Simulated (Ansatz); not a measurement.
Si2Mo:

```
CELL_PARAMETERS angstrom
-1.60000 1.60000 3.93050
1.60000 -1.60000 3.93050
1.60000 1.60000 -3.93050
ATOMIC_POSITIONS crystal
Mo 0.00000 0.00000 0.00000
Si 0.66700 0.66700 0.00000
Si 0.33300 0.33300 0.00000
```

Base run:

| Quantity | Value |
| --- | --- |
| Program | Ansatz 0.2.0 |
| Functional | PBEsol |
| Potentials or basis | Ansatz PAW |
| Cutoff | 420 eV (not typed: the program's choice for these potentials) |
| k mesh | 12 × 12 × 12 |
| Occupations | fermi-dirac, width 0.05 eV |
| Spin | no spin polarisation |

Its results: band gap on the k mesh none (metal or under the smearing width); pressure -2.7 GPa; largest force 0.327 eV/Å.

**Question.** After a change of settings the same cell gave: band gap on the k mesh none (metal or under the smearing width); pressure 4.2 GPa; largest force 0.260 eV/Å. Which change was it?
A. functional from PBEsol to revPBE
B. functional from PBEsol to BLYP
C. k mesh from 12 × 12 × 12 to 9 × 9 × 9; spin from no spin polarisation to spin-orbit coupling, no magnetisation; potential files from those of the base run to others of the same set

**Answer.** A.

revPBE binds less tightly than PBEsol, so the same cell stands under more pressure.

Caveats: the PAW data sets come from PBE, with cores solved anew for the run's functional, which leaves a small shift of forces and pressure.
